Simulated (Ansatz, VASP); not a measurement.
# Cross-check of NaHgF3 between VASP and Ansatz, part 3 of 3

Wanted: the spread between two codes on one cell, functional and k mesh. The cell is generated by rule, not measured, and may not be a known phase. The cell is taken from a series of runs on this material, whose earlier steps may have relaxed, scaled, displaced or heated it; both programs get it as it stands.

VASP 6.6.1 and Ansatz 0.2.0.

So far: The starting structure; VASP: zone-centre phonons, PBEsol.

The structure was built from a prototype and need not be the compound's stable phase.

**3. Ansatz: zone-centre phonons, PBEsol**

Level of this step: Ansatz beside VASP: Kohn-Sham DFT, plane waves, PBEsol (Ansatz).

Ansatz runs on norm-conserving files, of PseudoDojo where its log says so.

The same cell, functional and mesh now go to Ansatz, which takes its cutoff from its data sets.

input.yaml reads:

```yaml
crystal:
  lattice:
    - [4.4461214028, 0.0, 0.0]
    - [0.0, 4.4461214028, 0.0]
    - [0.0, 0.0, 4.5408483738]
  atoms:
    - { symbol: Na, position: [0.5, 0.5, 0.7966646516] }
    - { symbol: Hg, position: [0.0, 0.0, 0.4981430869] }
    - { symbol: F, position: [0.5, 0.0, 0.6171989223] }
    - { symbol: F, position: [0.0, 0.0, 0.021361244] }
    - { symbol: F, position: [0.0, 0.5, 0.6171989223] }
kpoints:
  mp_grid: { grid: [6, 6, 6] }
hamiltonian:
  xc: pbesol
  pseudopotentials: { kind: nc }
scf:
  occupations: { method: fixed }
output:
  eigenvalues: true
phonons:
  method: dfpt
  dielectric: true
  rigid_motions: translations
```

Started as:

```
ansatz run input.yaml --threads 4 --pin off --max-ram 14336MiB --backend cpu --events-out ev --progress --plain --runs-dir out
```

Numbers of over 12 decimals in the logs are rounded to 6 here.

Log:

```text
Engine: ansatz 0.2.0, x86_64-unknown-linux-gnu
Pseudopotentials: kind: nc
Pseudopotential: Na, nc, valence charge 9, recommended cutoff 1197.300995 eV (normal), Na.nc.azcp (PseudoDojo's, or run here from an input of PseudoDojo's: the run reads no file of this project's for it)
Pseudopotential: Hg, nc, valence charge 20, recommended cutoff 897.975746 eV (normal), Hg.nc.azcp (PseudoDojo's, or run here from an input of PseudoDojo's: the run reads no file of this project's for it)
Pseudopotential: F, nc, valence charge 7, recommended cutoff 1142.878222 eV (normal), F.nc.azcp (PseudoDojo's, or run here from an input of PseudoDojo's: the run reads no file of this project's for it)
Functional definition: PBEsol
  exchange = pbesol_x
  correlation = pbesol_c
Crystal: 5 atoms, lattice volume = 89.763 Å³
Basis set: ecut = 1197.300995 eV, 8433 PW (Γ), exchange–correlation on 108×108×108 points (8 copies of the dense FFT grid, shifted against one another)
Bands: 30, of which v1, the nominal top of the filled ones, is band 25 counted from 1 (24 counted from 0)
Symmetry: 8 space group operations
k-points: 112 of 216 (irreducible under 1 space group operation, time reversal used)
Non-local potential: Na, projectors of the file, l = 0: 2, l = 1: 2
Non-local potential: Hg, projectors of the file, l = 0: 2, l = 1: 2, l = 2: 2, l = 3: 1
Non-local potential: F, projectors of the file, l = 0: 2, l = 1: 2, l = 2: 1
Initial density: superposition of atomic densities (chi_scale 0.1, normalization cell, long waves kept (reshape's long-wave potential 0.03 eV rms))
Initial wavefunctions: pseudopotential atomic-orbital guess
Functional: x = pbesol(κ = 0.804, μ = 0.123457), c = pbesol(β = 0.046)
SCF iter   1: F=—  HF=-7788.941420 eV  |F-HF|=—  |Δ(HF+E_count)|=         —  Δρ=1.86e-1  dr2=2.55e1  ethr=3.10e-3  ⟨swp⟩=5.0  Hψ=15512  notcnv=0  defer=337
preconditioner: auto → Resta (q_TF=auto, 2.475 Å⁻¹)  ε∞=3.8  [insulator: Δε(μ)=0.363 eV  Ē_g=13.613 eV  n_scr=26 (ndim 8)  ℏωp=22.9 eV  f_vac=0.261  ε∞_Penn≈3.8]
SCF iter   2: F=—  HF=-7781.585359 eV  |F-HF|=—  |Δ(HF+E_count)|=    7.36e0  Δρ=5.72e-2  dr2=2.00e0  ethr=3.10e-3  ⟨swp⟩=4.2  Hψ=9160  notcnv=0  defer=332
SCF iter   3: F=—  HF=-7780.948514 eV  |F-HF|=—  |Δ(HF+E_count)|=   6.37e-1  Δρ=1.90e-2  dr2=3.76e-1  ethr=3.10e-3  ⟨swp⟩=2.0  Hψ=6160  notcnv=0  defer=336
SCF iter   4: F=—  HF=-7780.826143 eV  |F-HF|=—  |Δ(HF+E_count)|=   1.22e-1  Δρ=1.10e-2  dr2=1.28e-1  ethr=7.53e-4  ⟨swp⟩=2.0  Hψ=5371  notcnv=0  defer=336
SCF iter   5: F=—  HF=-7780.794007 eV  |F-HF|=—  |Δ(HF+E_count)|=   3.21e-2  Δρ=5.47e-3  dr2=2.90e-2  ethr=2.56e-4  ⟨swp⟩=2.1  Hψ=6007  notcnv=0  defer=336
SCF iter   6: F=—  HF=-7780.792556 eV  |F-HF|=—  |Δ(HF+E_count)|=   1.45e-3  Δρ=1.38e-3  dr2=1.75e-3  ethr=5.80e-5  ⟨swp⟩=3.1  Hψ=5995  notcnv=0  defer=336
SCF iter   7: F=—  HF=-7780.795413 eV  |F-HF|=—  |Δ(HF+E_count)|=   2.86e-3  Δρ=3.82e-4  dr2=1.66e-4  ethr=3.51e-6  ⟨swp⟩=3.1  Hψ=6179  notcnv=0  defer=336
SCF iter   8: F=—  HF=-7780.795775 eV  |F-HF|=—  |Δ(HF+E_count)|=   3.62e-4  Δρ=1.21e-4  dr2=1.70e-5  ethr=3.32e-7  ⟨swp⟩=3.0  Hψ=6384  notcnv=0  defer=335
SCF iter   9: F=—  HF=-7780.795819 eV  |F-HF|=—  |Δ(HF+E_count)|=   4.45e-5  Δρ=3.04e-5  dr2=1.02e-6  ethr=3.39e-8  ⟨swp⟩=2.0  Hψ=5726  notcnv=0  defer=335
SCF iter  10: F=—  HF=-7780.796194 eV  |F-HF|=—  |Δ(HF+E_count)|=   3.74e-4  Δρ=8.44e-6  dr2=6.78e-8  ethr=2.05e-9  ⟨swp⟩=2.0  Hψ=5774  notcnv=0  defer=327
SCF iter  11: F=—  HF=-7780.796194 eV  |F-HF|=—  |Δ(HF+E_count)|=   1.64e-7  Δρ=2.59e-6  dr2=4.35e-9  ethr=1.36e-10  ⟨swp⟩=2.0  Hψ=5529  notcnv=0  defer=330
SCF iter  12: F=—  HF=-7780.796194 eV  |F-HF|=—  |Δ(HF+E_count)|=   1.02e-8  Δρ=2.19e-6  dr2=2.81e-9  ethr=8.70e-12  ⟨swp⟩=2.0  Hψ=6048  notcnv=0  defer=330
SCF iter  13: F=—  HF=-7780.796194 eV  |F-HF|=—  |Δ(HF+E_count)|=  5.14e-10  Δρ=5.51e-7  dr2=2.06e-10  ethr=5.62e-12  ⟨swp⟩=2.0  Hψ=4928  notcnv=0  defer=330
SCF iter  14: F=-7780.796194 eV  HF=-7780.796194 eV  |F-HF|=3.00e-11  |Δ(HF+E_count)|=  4.44e-10  Δρ=2.95e-7  dr2=5.39e-11  ethr=1.00e-12  ⟨swp⟩=16.8  Hψ=27449  notcnv=0
SCF 1 converged in 14 iterations: F = -7780.796194 eV  dr2 = 5.39e-11
DFPT response loops at Γ: preconditioner auto → none (the input reference at scf.mixing.eps_inf says where Resta's filter doesn't serve); β = 0.50; Broyden in place of MSR1
── the response to a field inside a basis, on 6×6×6 k-points: an SCF that follows is theirs, and a resumed run solves both again ──
Bands: 26, of which v1, the nominal top of the filled ones, is band 25 counted from 1 (24 counted from 0)
k-points: 18 of 216 (time reversal used)
Initial density: handed on by an earlier stage of this run
Initial wavefunctions: pseudopotential atomic-orbital guess (no wavefunctions were taken with the density)
Eigensolver: Dense (18 Hₖ)
SCF iter   1: F=—  HF=-7780.772122 eV  |F-HF|=—  |Δ(HF+E_count)|=         —  Δρ=2.31e-4  dr2=3.95e-6  ethr=1.00e-1
preconditioner: auto → Resta (q_TF=auto, 2.475 Å⁻¹)  ε∞=5.3  [insulator: Δε(μ)=1.361 eV  Ē_g=12.003 eV  n_scr=26 (ndim 8)  ℏωp=24.8 eV  f_vac=0.311  ε∞_Penn≈5.3]
SCF iter   2: F=—  HF=-7780.772132 eV  |F-HF|=—  |Δ(HF+E_count)|=   9.67e-6  Δρ=1.19e-4  dr2=1.14e-6  ethr=7.90e-9
SCF iter   3: F=-7780.772136 eV  HF=-7780.772136 eV  |F-HF|=4.26e-8  |Δ(HF+E_count)|=   3.95e-6  Δρ=1.43e-5  dr2=8.20e-8  ethr=2.28e-9
SCF 1 converged in 3 iterations: F = -7780.772136 eV  dr2 = 8.20e-8
DFPT response loops at Γ: mixed as the last ones told, above
SCF converged after 14 iterations
Free energy (F): -7780.796194 eV
Harris-Foulkes:  -7780.796194 eV  (|F-HF|=3.00e-11)
Internal energy: -7780.796194 eV  (E = F + TS)
E sigma→0 (E₀):  -7780.796194 eV
Fermi energy:    2.979348 eV
--- Per-component energies (eV) ---
  E_band       = -883.211667
  E_kinetic    = 3374.032028
  E_local      = -8204.493698  (includes V_loc(G=0)·N_el)
  E_nonlocal   = -454.550336
  E_hartree    = 2847.126549
  E_xc         = -1373.297691
  E_vxc        = -1292.452927  (∫ρ·V_xc dr)
  E_ewald      = -3969.613047
  E_smearing   = -0.000000  (= −TS)
  E_closure    = -0.000000  (closes the sum)
  Σ components = -7780.796194   (vs F -7780.796194, Δ=0.00e0)
--- Band table (eV; the first three rows and the last of 112) ---
  k-point 0: bands = [... 21 lower, 1.1353, 1.1758, 1.3993, 1.3993, 3.8295, 9.3172, 13.3474, 13.3474, ... 1 higher]
  k-point 1: bands = [... 21 lower, 1.1677, 1.3926, 1.4450, 1.4450, 4.3659, 9.3709, 12.6426, 13.3589, ... 1 higher]
  k-point 2: bands = [... 21 lower, 1.1516, 1.5411, 1.5411, 1.7007, 5.6024, 9.2019, 12.1549, 13.3908, ... 1 higher]
  k-point 111: bands = [... 21 lower, 1.5837, 1.5837, 2.7033, 2.9793, 8.2901, 10.3689, 10.8088, 10.8088, ... 1 higher]
--- Phonons (Γ-DFPT): 9 representative perturbations + reference, on 112 of 216 k-points (Σ response iterations 33) ---
  k mesh reduced under 1 symmetry operation, with k and −k counted as one. Each operation leaves every solved perturbation unchanged. A smaller set is not considered because the run solves the response to a homogeneous field
  ASR residual: 2.059e-2 → 0.000e0 eV/Å²; symmetrization residual: 4.923e-5 eV/Å²
  ASR residual per site (eV/Å²): 2.06e-2 6.54e-4 2.27e-4 1.17e-3 2.27e-4
  Γ frequencies (cm⁻¹): -40.87 -40.87 0.00 0.00 0.00 108.31 114.67 114.67 122.64 156.31 178.25 178.25 357.10 357.10 385.10
  ε∞ (high-frequency dielectric tensor):
        2.732549     0.000000    -0.000000
        0.000000     2.732549     0.000000
       -0.000000     0.000000     3.020827
  softest optical mode at Γ: -40.87 cm⁻¹; the repairs (sum rule, projections) moved no ω² at Γ by more than (15.94 cm⁻¹)²
  Born effective charges Z* (e; rows j = field, columns β = displacement):
    site 0:
         1.16325    0.00000   -0.00000
         0.00000    1.16325    0.00000
        -0.00000    0.00000    0.95355
    site 1:
         2.47632    0.00000    0.00000
         0.00000    2.47632    0.00000
        -0.00000    0.00000    2.73425
    site 2:
        -2.09367    0.00000   -0.00000
         0.00000   -0.82021    0.00000
        -0.00000    0.00000   -0.75917
    site 3:
        -0.72569    0.00000   -0.00000
         0.00000   -0.72569    0.00000
         0.00000    0.00000   -2.16945
    site 4:
        -0.82021    0.00000    0.00000
         0.00000   -2.09367    0.00000
         0.00000    0.00000   -0.75917
  Z* charge neutrality: 1.841e-3 e pre-enforcement
  solved inside a basis spanned on kpoints, on 6×6×6 k-points, its susceptibility summed on 8×8×8: ε∞ is read to err by 8.1e-3, Z* by 2.3e-2 e (field_mesh: kpoints solves on kpoints); Z* is corrected for what the basis lacks
  optical modes at Γ without the LO–TO term, one row a degenerate level:
      ω (cm⁻¹)  modes    IR ((D/Å)²/amu)
        -40.87      2             2.1748
        108.31      1             0.0271
        114.67      2             1.1538
        122.64      1             0.0000
        156.31      1             3.7834
        178.25      2             4.8552
[...]
optical modes at Γ + LO–TO along q̂ = [1.0000, 0.0000, 0.0000]:
      ω (cm⁻¹)  modes    IR ((D/Å)²/amu)
[...]
optical modes at Γ + LO–TO along q̂ = [0.0000, 1.0000, 0.0000]:
      ω (cm⁻¹)  modes    IR ((D/Å)²/amu)
[...]
optical modes at Γ + LO–TO along q̂ = [0.0000, 0.0000, 1.0000]:
      ω (cm⁻¹)  modes    IR ((D/Å)²/amu)
        -40.87      2             2.1748
        108.58      1             0.0020
        114.67      2             1.1538
        122.64      1             0.0000
        178.25      2             4.8552
        214.33      1             1.8601
        357.10      2             9.5015
        443.44      1             7.0253
```

Reading the cycles: dr2 is the Hartree energy of the density residual (eV), the measure of convergence; HF is the Harris–Foulkes estimate of the energy, which meets the free energy F at convergence.

**4. Comparison**

Known differences besides the potentials themselves: fixed occupations in Ansatz, narrow Gaussian smearing in VASP; VASP's response is taken on the typed mesh, Ansatz refines its own for the field response alone; the data sets hold 50 valence electrons in Ansatz (on norm-conserving files, of PseudoDojo where its log says so) and 40 in VASP; the cutoff is 1197.3 eV in Ansatz and 600 eV in VASP. Total energies have different zeros and are not compared.

Compared:

```
                                                   quantity  Ansatz   VASP  difference
                                                      ε∞ xx    2.73   2.72     +0.31 %
                                                      ε∞ yy    2.73   2.72     +0.31 %
                                                      ε∞ zz    3.02   3.01     +0.33 %
              Born charge of Na1 (mean of the diagonal) (e)    1.09   1.09       +0.01
              Born charge of Hg2 (mean of the diagonal) (e)    2.56   2.54       +0.02
               Born charge of F3 (mean of the diagonal) (e)   -1.22  -1.22       -0.01
optical mode 1 to 2 (imaginary, printed as negative) (cm⁻¹)   -40.9  -55.7       +14.9
                                      optical mode 3 (cm⁻¹)   108.3  109.9     -1.47 %
                                 optical mode 4 to 5 (cm⁻¹)   114.7  111.4     +2.92 %
                                      optical mode 6 (cm⁻¹)   122.6  114.9     +6.71 %
                                      optical mode 7 (cm⁻¹)   156.3  154.8     +1.00 %
                                 optical mode 8 to 9 (cm⁻¹)   178.2  180.4     -1.18 %
                               optical mode 10 to 11 (cm⁻¹)   357.1  373.0     -4.27 %
                                     optical mode 12 (cm⁻¹)   385.1  404.1     -4.70 %
```

Modes are paired by rising frequency, not by their patterns, so a pair may set unlike modes beside each other; they are those without the splitting of longitudinal modes.

**5. Outcome**

```
r.m.s. difference of the optical zone-centre modes, each program's sorted by frequency (zone-centre phonons, PBEsol) : 11 cm⁻¹
difference in optical mode 6 (zone-centre phonons, PBEsol)                                                           : +6.7 %
```

What this shows: The r.m.s. difference of the optical zone-centre modes, each program's sorted by frequency is 11 cm⁻¹ (zone-centre phonons, PBEsol). The data sets hold unlike numbers of valence electrons (50 in Ansatz and 40 in VASP), so part of the differences comes from the potentials. Among the rows given in per cent, the largest difference of the zone-centre phonons, PBEsol pair is in optical mode 6, +6.7 %. What causes the difference of the zone-centre phonons, PBEsol pair stays open here. Such differences can come from data sets, numerical settings and the points named under the comparisons, not from the functional's error against experiment.

[Lines on the potential files, build, host, timing and source positions are cut from VASP's logs without a mark.]

[Logs are printed without paths, hosts, clocks, repeated set-up lines and the standing remarks that a program may print on its own settings, such as how far it seeks lower states.]

[Hosts, paths, dates, database ids (printed as entryN), source tags and the programs' standing remarks are cut or masked in the printed files.]
